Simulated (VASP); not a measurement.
# ZnS (F-43m) in VASP: notebook, part 2 of 2

VASP 6.6.1. Earlier steps stand in the parts before.

**3. Single point, PBE (grid = ENCUT=350 dk=0.35 cell=3x3x3 ISMEAR=0 SIGMA=0.05 LREAL=Auto EDIFF=1e-06)**

Contents of INCAR:

```
PREC = Accurate
ENCUT = 350
EDIFF = 1E-6
ISMEAR = 0
SIGMA = 0.05
LREAL = Auto
LASPH = True
NELM = 120
ALGO = Fast
ISIF = 2
LWAVE = False
LCHARG = False
GGA = PE
NBANDS = 261
```

Contents of KPOINTS:

```
Automatic mesh
0
Gamma
  2 2 2
```

Contents of POSCAR:

```
ZnS
1.0
    0.0000000000      8.1060000000      8.1060000000
    8.1060000000      0.0000000000      8.1060000000
    8.1060000000      8.1060000000      0.0000000000
Zn S
27 27
Direct
    0.2500000000      0.2500000000      0.2500000000
    0.2500000000      0.2500000000      0.5833333333
    0.2500000000      0.2500000000      0.9166666667
    0.2500000000      0.5833333333      0.2500000000
    0.2500000000      0.5833333333      0.5833333333
    0.2500000000      0.5833333333      0.9166666667
    0.2500000000      0.9166666667      0.2500000000
    0.2500000000      0.9166666667      0.5833333333
    0.2500000000      0.9166666667      0.9166666667
    0.5833333333      0.2500000000      0.2500000000
    0.5833333333      0.2500000000      0.5833333333
    0.5833333333      0.2500000000      0.9166666667
    0.5833333333      0.5833333333      0.2500000000
    0.5833333333      0.5833333333      0.5833333333
    0.5833333333      0.5833333333      0.9166666667
    0.5833333333      0.9166666667      0.2500000000
    0.5833333333      0.9166666667      0.5833333333
    0.5833333333      0.9166666667      0.9166666667
    0.9166666667      0.2500000000      0.2500000000
    0.9166666667      0.2500000000      0.5833333333
    0.9166666667      0.2500000000      0.9166666667
    0.9166666667      0.5833333333      0.2500000000
    0.9166666667      0.5833333333      0.5833333333
    0.9166666667      0.5833333333      0.9166666667
    0.9166666667      0.9166666667      0.2500000000
    0.9166666667      0.9166666667      0.5833333333
    0.9166666667      0.9166666667      0.9166666667
    0.0000000000      0.0000000000      0.0000000000
    0.0000000000      0.0000000000      0.3333333333
    0.0000000000      0.0000000000      0.6666666667
    0.0000000000      0.3333333333      0.0000000000
    0.0000000000      0.3333333333      0.3333333333
    0.0000000000      0.3333333333      0.6666666667
    0.0000000000      0.6666666667      0.0000000000
    0.0000000000      0.6666666667      0.3333333333
    0.0000000000      0.6666666667      0.6666666667
    0.3333333333      0.0000000000      0.0000000000
    0.3333333333      0.0000000000      0.3333333333
    0.3333333333      0.0000000000      0.6666666667
    0.3333333333      0.3333333333      0.0000000000
    0.3333333333      0.3333333333      0.3333333333
    0.3333333333      0.3333333333      0.6666666667
    0.3333333333      0.6666666667      0.0000000000
    0.3333333333      0.6666666667      0.3333333333
    0.3333333333      0.6666666667      0.6666666667
    0.6666666667      0.0000000000      0.0000000000
    0.6666666667      0.0000000000      0.3333333333
    0.6666666667      0.0000000000      0.6666666667
    0.6666666667      0.3333333333      0.0000000000
    0.6666666667      0.3333333333      0.3333333333
    0.6666666667      0.3333333333      0.6666666667
    0.6666666667      0.6666666667      0.0000000000
    0.6666666667      0.6666666667      0.3333333333
    0.6666666667      0.6666666667      0.6666666667
```

Potentials or basis: VASP PAW PBE potentials, release 64 (Zn, S).

Launch:

```sh
$ cat potpaw_PBE.64/Zn/POTCAR potpaw_PBE.64/S/POTCAR > POTCAR
$ mpirun -np 1 vasp_std > vasp.out
```

OUTCAR:

```text
PREC = Accurate
   ENCUT = 350
   EDIFF = 1E-6
   ISMEAR = 0
   LREAL = Auto
   LASPH = True
   NELM = 120
   ISIF = 2
   GGA = PE

 Found      3 irreducible k-points:

 Following reciprocal coordinates:
            Coordinates               Weight
  0.000000  0.000000  0.000000      1.000000
  0.500000  0.000000  0.000000      4.000000
  0.500000  0.500000  0.000000      3.000000
   k-points           NKPTS =      3   k-points in BZ     NKDIM =      3   number of bands    NBANDS=    261
   number of dos      NEDOS =    301   number of ions     NIONS =     54
   total plane-waves  NPLWV = 343000
   dimension x,y,z NGX =    70 NGY =   70 NGZ =   70
   dimension x,y,z NGXF=   140 NGYF=  140 NGZF=  140
   ions per type =              27  27
   NGX,Y,Z   is equivalent  to a cutoff of  10.15, 10.15, 10.15 a.u.
   NGXF,Y,Z  is equivalent  to a cutoff of  20.30, 20.30, 20.30 a.u.
 SYSTEM =  unknown system
   PREC   = accura    normal or accurate (medium, high low for compatibility)
   ISTART =      0    job   : 0-new  1-cont  2-samecut
   ICHARG =      2    charge: 1-file 2-atom 10-const
   ISPIN  =      1    spin polarized calculation?
   LNONCOLLINEAR =      F non collinear calculations
   LSORBIT =      F    spin-orbit coupling
   LASPH  =      T    aspherical Exc in radial PAW
   ENCUT  =  350.0 eV  25.72 Ry    5.07 a.u.  17.49 17.49 17.49*2*pi/ulx,y,z
   NELM   =    120;   NELMIN=  2; NELMDL= -5     # of ELM steps
   EDIFF  = 0.1E-05   stopping-criterion for ELM
   LREAL  =      T    real-space projection
   EDIFFG = 0.1E-04   stopping-criterion for IOM
   NSW    =      0    number of steps for IOM
   IBRION =     -1    ionic relax: 0-MD 1-quasi-New 2-CG
   NFREE  =      0    steps in history (QN), initial steepest desc. (CG)
   ISIF   =      2    stress and relaxation
   ISYM   =      2    0-nonsym 1-usesym 2-fastsym
   POTIM  = 0.5000    time-step for ionic-motion
   TEBEG  =    0.0;   TEEND  =   0.0 temperature during run
   PSTRESS=    0.0 pullay stress
   NELECT =     486.0000    total number of electrons
   NUPDOWN=      -1.0000    fix difference up-down
   EMIN   =  10.00;   EMAX   =-10.00  energy-range for DOS
   EFERMI =   0.00;   METHOD = LEGACY
   ISMEAR =     0;   SIGMA  =   0.05  broadening in eV -4-tet -1-fermi 0-gaus
   EFERMI_NEDOS =   21; number of points for ismear=-14 and -15
   IALGO  =     68    algorithm
   IMIX   =      4    mixing-type and parameters
     AMIX     =   0.40;   BMIX     =  1.00
     AMIX_MAG =   1.60;   BMIX_MAG =  1.00
  volume/ion in A,a.u.               =      19.73       133.12
  Fermi-wavevector in a.u.,A,eV,Ry     =   1.260290  2.381602 21.610537  1.588330
  Thomas-Fermi vector in A             =   2.393807
   LORBIT       =      0    0 simple, 1 ext, 2 COOP (PROOUT), +10 PAW based schemes
   GGA     = PE    functional components
   LHFCALC =     F    Hartree Fock is set to
   AEXX    =    0.0000 exact exchange contribution
   IVDW    =     0    specifies the selected vdW correction
   LEPSILON=     F    determine dielectric tensor
   LRPA    =     F    only Hartree local field effects (RPA)
 non-spin polarized calculation
 RMM-DIIS sequential band-by-band and
 Gauss-broadening in eV      SIGMA  =   0.05
  energy-cutoff  :      350.00
  volume of cell :     1065.25
 maximum number of plane-waves:     15905
 NGX is ok and might be reduce to    70
   NGX = 35   NGY = 35   NGZ = 35

 number of electron     486.0000006 magnetization

 Free energy of the ion-electron system (eV)
  ---------------------------------------------------
  ext. energy  EPLUGINS =         0.00000000
  ---------------------------------------------------
  free energy    TOTEN  =      -184.77415109 eV

  energy without entropy =     -184.77415109  energy(sigma->0) =     -184.77415109

 E-fermi :   2.3842     XC(G=0):  -9.6297

 val. band max:        2.1120238746   @ k =   0.0000   0.0000   0.0000
 cond. band min:       4.2215431917   @ k =   0.0000   0.0000   0.0000
 fundamental gap:      2.1095193171
 Fermi energy:         2.3842123556

 k-point     1 :       0.0000    0.0000    0.0000
  band No.  band energies     occupation
      1     -11.0318      2.00000
      2     -10.3699      2.00000
      3     -10.3699      2.00000
      4     -10.3699      2.00000
      5     -10.3699      2.00000
      6     -10.3699      2.00000
[... 763 lines left out ...]
    254       6.4017      0.00000
    255       6.4018      0.00000
 [bands above 255 left out]

------------------------ aborting loop because EDIFF is reached ----------------------------------------

  FORCE on cell =-STRESS in cart. coord.  units (eV):
  Direction    XX          YY          ZZ          XY          YZ          ZX
  --------------------------------------------------------------------------------------
  -------------------------------------------------------------------------------------
  Total       10.1436366     10.1436366     10.1436366     -0.0000000     -0.0000000      0.0000000
  in kB       15.2564845     15.2564845     15.2564845     -0.0000000     -0.0000000      0.0000000
  external PRESSURE =      15.2564845 kB  Pullay stress =       0.0000000 kB

 VOLUME and BASIS-vectors are now :
 -----------------------------------------------------------------------------
  energy-cutoff  :      350.00
  volume of cell :     1065.25
      direct lattice vectors                 reciprocal lattice vectors
     0.000000000  8.106000000  8.106000000    -0.061682704  0.061682704  0.061682704
     8.106000000  0.000000000  8.106000000     0.061682704 -0.061682704  0.061682704
     8.106000000  8.106000000  0.000000000     0.061682704  0.061682704 -0.061682704

 POSITION                                       TOTAL-FORCE (eV/Angst)
 -----------------------------------------------------------------------------------
      4.05300      4.05300      4.05300        -0.000000      0.000000      0.000000
      6.75500      6.75500      4.05300        -0.000000     -0.000000     -0.000000
      9.45700      9.45700      4.05300        -0.000000      0.000000      0.000000
      6.75500      4.05300      6.75500         0.000000     -0.000000     -0.000000
      9.45700      6.75500      6.75500        -0.000000      0.000000     -0.000000
     12.15900      9.45700      6.75500         0.000000     -0.000000     -0.000000
[... 46 lines left out ...]
      8.10600      8.10600     10.80800         0.000000      0.000000      0.000000
     10.80800     10.80800     10.80800         0.000000      0.000000      0.000000
 -----------------------------------------------------------------------------------
    total drift:                               -0.000043     -0.000043     -0.000043

  FREE ENERGIE OF THE ION-ELECTRON SYSTEM (eV)
  ---------------------------------------------------
  free  energy   TOTEN  =      -184.7741510873 eV

  energy  without entropy=     -184.7741510873  energy(sigma->0) =     -184.77415109
```

stdout:

```text
POSCAR found type information on POSCAR ZnS
 POSCAR found :  2 types and      54 ions
 scaLAPACK will be used
 LDA part: xc-table for (Slater+PW92), standard interpolation
 POSCAR, INCAR and KPOINTS ok, starting setup
 FFT: planning ... GRIDC
 FFT: planning ... GRID_SOFT
 FFT: planning ... GRID
 WAVECAR not read
 entering main loop
```

Wall time 16 min (1 thread of Intel Xeon 6975P-C (Granite Rapids), shared host); peak memory 0.86 GiB.

These settings aren't checked as converged: the numbers below hold their error.

Results:

```yaml
Free_energy: -184.7742 eV
Pressure: 1.5 GPa
Band_gap_on_the_k_mesh: 2.11 eV
```

**4. For comparison**

An earlier run on the cell as given: functional PBEsol; potentials or basis VASP PAW PBE potentials, release 64 (Zn, S); cutoff 520 eV; k mesh 9 × 9 × 9; occupations fermi-dirac, width 0.05 eV; no spin polarisation.

* Pressure: -1.8 GPa
* Band gap on the k mesh: 1.98 eV, direct
